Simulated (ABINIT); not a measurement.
# Ge (I4_1/amd) in ABINIT: settings compared

The runs below take Ge through band structure, with PBEsol, revPBE, HCTH407, LDA.

Everything below comes from runs of ABINIT 10.8.3 (patched build). Logs are shortened: lines on timing, memory, paths and dates and some standing lists are left out, and cuts for length are marked. The log counts tension as positive stress, the text compression.

**1. The crystal as given**

The structure is tetragonal, space group I4_1/amd (No. 141). Conventional cell: a = 5.149 Å, b = 5.149 Å, c = 2.795 Å, α = 90.00°, β = 90.00°, γ = 90.00°. Around Ge (site symmetry -4m2) lie 6 Ge at 2.67 to 2.79 Å.

This isn't the form of Ge at room conditions, which is diamond.

**2. Band structure, PBEsol**

run.abi reads:

```
# Datasets: ground state, then fixed potential
ndtset 2

# Pseudopotentials
pp_dirpath "./"
pseudos "Ge.GGA_PBE-JTH.xml"

# Structure
acell 3.8998406021 3.8998406021 3.8998406021 Angstrom
rprim
    -0.6601525502     0.6601525502     0.3583255794
     0.6601525502    -0.6601525502     0.3583255794
     0.6601525502     0.6601525502    -0.3583255794
ntypat 1
znucl 32
natom 2
typat 1 1
xred
     0.5000000000     0.5000000000     0.0000000000
     0.2500000000     0.7500000000     0.5000000000

# Plane-wave basis
ecut 20.0
pawecutdg 40.0

# Exchange and correlation
ixc -116133

# Bands and occupations
occopt 3
tsmear 0.00183747

# SCF cycle
nstep 100

# Output
iomode 3
prtwf 0
prteig 0
prtebands 0
enunit 1
prtden1 1

# Dataset 1
kptopt1 1
ngkpt1 11 11 11
nshiftk1 1
shiftk1 0.0 0.0 0.0
nband1 18
tolvrs1 1.0e-9

# Dataset 2: bands along G-X-M-G-Z-P-N-Z1-M
iscf2 -2
getden2 1
nband2 22
nbdbuf2 2
tolwfr2 1.0e-12
kptopt2 -8
ndivsm2 8
prteig2 1
prtvol2 -3
kptbounds2
     0.0000000000     0.0000000000     0.0000000000
     0.0000000000     0.0000000000     0.5000000000
    -0.5000000000     0.5000000000     0.5000000000
     0.0000000000     0.0000000000     0.0000000000
     0.3236558120     0.3236558120    -0.3236558120
     0.2500000000     0.2500000000     0.2500000000
     0.0000000000     0.5000000000     0.0000000000
    -0.3236558120     0.6763441880     0.3236558120
    -0.5000000000     0.5000000000     0.5000000000
```

Potentials or basis: JTH PAW PBE v2.0.

Launch:

```sh
> abinit run.abi > log 2>&1
```

run.abo:

```text
.Version 10.8.3 of ABINIT
 DATASET    1 : space group I4_1/a m d (#141); Bravais tI (body-center tetrag.)
================================================================================
 Values of the parameters that define the memory need for DATASET  1.
     intxc =       0    ionmov =       0      iscf =      17    lmnmax =      18
     lnmax =       6     mgfft =      30  mpssoang =       3    mqgrid =    3001
     natom =       2  nloc_mem =       2    nspden =       1   nspinor =       1
    nsppol =       1      nsym =      16    n1xccc =       1    ntypat =       1
    occopt =       3   xclevel =       2
       mpw =        1086          nfft =       27000          nkpt =         126
 PAW method is used; the additional fine FFT grid is defined by:
   mgfftf=        45    nfftf =     91125
================================================================================
================================================================================

 DATASET    2 : space group I4_1/a m d (#141); Bravais tI (body-center tetrag.)
================================================================================
 Values of the parameters that define the memory need for DATASET  2.
     intxc =       0    ionmov =       0      iscf =      -2    lmnmax =      18
     lnmax =       6     mgfft =      30  mpssoang =       3    mqgrid =    3001
     natom =       2  nloc_mem =       2    nspden =       1   nspinor =       1
    nsppol =       1      nsym =      16    n1xccc =       1    ntypat =       1
    occopt =       3   xclevel =       2
       mpw =        1093          nfft =       27000          nkpt =          97
 PAW method is used; the additional fine FFT grid is defined by:
   mgfftf=        45    nfftf =     91125
================================================================================
================================================================================

--------------------------------------------------------------------------------
------------- Echo of variables that govern the present computation ------------
--------------------------------------------------------------------------------
 -outvars: echo values of preprocessed input variables --------
            acell      7.3696306727E+00  7.3696306727E+00  7.3696306727E+00 Bohr
              amu      7.26100000E+01
             ecut      2.00000000E+01 Hartree
           enunit           1
           getden1          0
           getden2          1
             iscf1         17
             iscf2         -2
              ixc     -116133
           jdtset        1    2
           kptopt1          1
           kptopt2         -8
[... 1073 lines left out ...]
...

 Integrated electronic density in atomic spheres:
 ------------------------------------------------
 Atom  Sphere_radius  Integrated_density
    1        2.30477         12.24365804
    2        2.30477         12.24704970

================================================================================

 ----iterations are completed or convergence reached----

 Mean square residual over all n,k,spin=   48.988E-14; max=  99.802E-14
 reduced coordinates (array xred) for    2 atoms
       0.500000000000      0.500000000000      0.000000000000
       0.250000000000      0.750000000000      0.500000000000

 cartesian coordinates (angstrom) at end:
    1     -0.00000000000000     0.00000000000000     1.39741264331513
    2      2.57448971884982     0.00000000000000     0.69870632165756
 length scales=  7.369630672664  7.369630672664  7.369630672664 bohr
              =  3.899840602100  3.899840602100  3.899840602100 angstroms
 Eigenvalues (   eV  ) for nkpt=  97  k points:
 kpt#   1, nband= 22, wtk=  1.00000, kpt=  0.0000  0.0000  0.0000 (reduced coord)
 -15.60095  -15.55676  -15.52602  -15.52463  -15.41838  -15.41838  -15.41167  -15.41167
 -15.34882  -15.28202   -4.26965    4.99028    6.70950    6.70950   12.33221   16.64374
  16.64374   17.21123   17.40830   20.61959   21.58647   22.76306
 kpt#   2, nband= 22, wtk=  1.00000, kpt=  0.0000  0.0000  0.0455 (reduced coord)
 -15.59931  -15.55692  -15.52533  -15.52493  -15.41843  -15.41749  -15.41123  -15.41100
 -15.34941  -15.28305   -4.24680    4.73512    6.73473    6.90980   12.45221   16.29943
  16.50996   17.36641   17.38452   20.79171   21.58707   22.59621
 kpt#   3, nband= 22, wtk=  1.00000, kpt=  0.0000  0.0000  0.0909 (reduced coord)
 -15.59596  -15.55753  -15.52732  -15.52193  -15.41987  -15.41568  -15.41021  -15.40976
 -15.35138  -15.28655   -4.17828    4.17318    6.81035    7.31299   12.80589   15.66908
  16.14726   17.31712   17.47972   21.25880   21.54685   22.28246
 kpt#   4, nband= 22, wtk=  1.00000, kpt=  0.0000  0.0000  0.1364 (reduced coord)
 -15.59043  -15.55838  -15.53027  -15.51675  -15.42210  -15.41303  -15.40887  -15.40756
 -15.35456  -15.29206   -4.06409    3.50598    6.93613    7.73596   13.37523   14.95852
  15.63533   17.21660   17.45951   21.43188   21.92426   21.96109
 kpt#   5, nband= 22, wtk=  1.00000, kpt=  0.0000  0.0000  0.1818 (reduced coord)
[... 357 lines left out ...]
 -15.41185  -15.40918    0.31805    0.42315    3.33838    3.33838   11.73401   17.75177
  19.88501   19.88501   22.70407   24.17611   24.17611   25.86313
 kpt#  95, nband= 22, wtk=  1.00000, kpt= -0.4647  0.5353  0.4647 (reduced coord)
 -15.55875  -15.55458  -15.44288  -15.42689  -15.42144  -15.41927  -15.41927  -15.41287
 -15.40950  -15.40950    0.22853    0.29630    3.21764    3.21764   12.88992   17.24083
  19.99851   19.99851   22.94672   24.89476   24.89476   25.81494
 kpt#  96, nband= 22, wtk=  1.00000, kpt= -0.4824  0.5176  0.4824 (reduced coord)
 -15.56199  -15.55980  -15.43992  -15.42878  -15.42347  -15.41647  -15.41619  -15.41619
 -15.40820  -15.40820    0.18073    0.21394    3.14496    3.14496   14.06150   16.32163
  20.04631   20.04631   23.61873   25.24001   25.48448   25.48448
 kpt#  97, nband= 22, wtk=  1.00000, kpt= -0.5000  0.5000  0.5000 (reduced coord)
 -15.56265  -15.56262  -15.43511  -15.43508  -15.42009  -15.42003  -15.41529  -15.41529
 -15.40800  -15.40800    0.17547    0.17575    3.12070    3.12070   15.22267   15.22278
  20.05903   20.05903   24.45170   24.45174   25.70185   25.70186

== END DATASET(S) ==============================================================
================================================================================

 -outvars: echo values of variables after computation  --------
            acell      7.3696306727E+00  7.3696306727E+00  7.3696306727E+00 Bohr
           etotal1    -1.9110179447E+02
            fcart1     2.0268444377E-31  3.6483199879E-31  1.4936433248E-30
                      -2.0268444377E-31 -3.6483199879E-31 -1.4936433248E-30
            rprim     -6.6015255020E-01  6.6015255020E-01  3.5832557940E-01
                       6.6015255020E-01 -6.6015255020E-01  3.5832557940E-01
                       6.6015255020E-01  6.6015255020E-01 -3.5832557940E-01
           strten1     4.2977212292E-05  4.2977212292E-05  5.1051827403E-05
                       0.0000000000E+00  0.0000000000E+00  0.0000000000E+00
           xangst     -8.5082413722E-17  9.9095588627E-17  1.3974126433E+00
                       2.5744897188E+00  9.2089001175E-17  6.9870632166E-01
             xred      5.0000000000E-01  5.0000000000E-01  2.7215441573E-18
                       2.5000000000E-01  7.5000000000E-01  5.0000000000E-01
 Calculation completed.
```

Wall time 2.3 min (1 thread of Arm Neoverse V2, shared host); peak memory 0.18 GiB.

Results:

```
Free energy                                           : -5200.1447 eV
Band gap on the k mesh                                : none (metal or under the smearing width)
Valence electrons inside the program's atomic spheres : Ge 12.24, 12.25 (radii [1.2196] Å)
```

Levels at the corners of the path, in eV from the Fermi level:
```tsv
point	band 11	band 12	band 13	band 14	band 15	band 16	band 17	band 18
Γ	-13.35	-4.09	-2.37	-2.37	3.25	7.56	7.56	8.13
X	-10.60	-10.60	0.60	0.60	1.89	1.89	7.50	7.50
M	-8.91	-8.90	-5.96	-5.96	6.14	6.14	10.98	10.98
Γ	-13.35	-4.09	-2.37	-2.37	3.25	7.56	7.56	8.13
Z	-7.45	-6.49	-3.85	-3.64	-3.64	3.77	6.62	6.62
P	-6.90	-6.90	-4.38	-4.38	4.23	4.23	4.86	4.86
N	-8.07	-6.43	-2.66	-2.04	-1.37	2.46	3.54	5.50
Z1	-7.45	-6.49	-3.85	-3.64	-3.64	3.77	6.62	6.62
M	-8.91	-8.90	-5.96	-5.96	6.14	6.14	10.98	10.98
```

(Continued in part 2 of 2.)
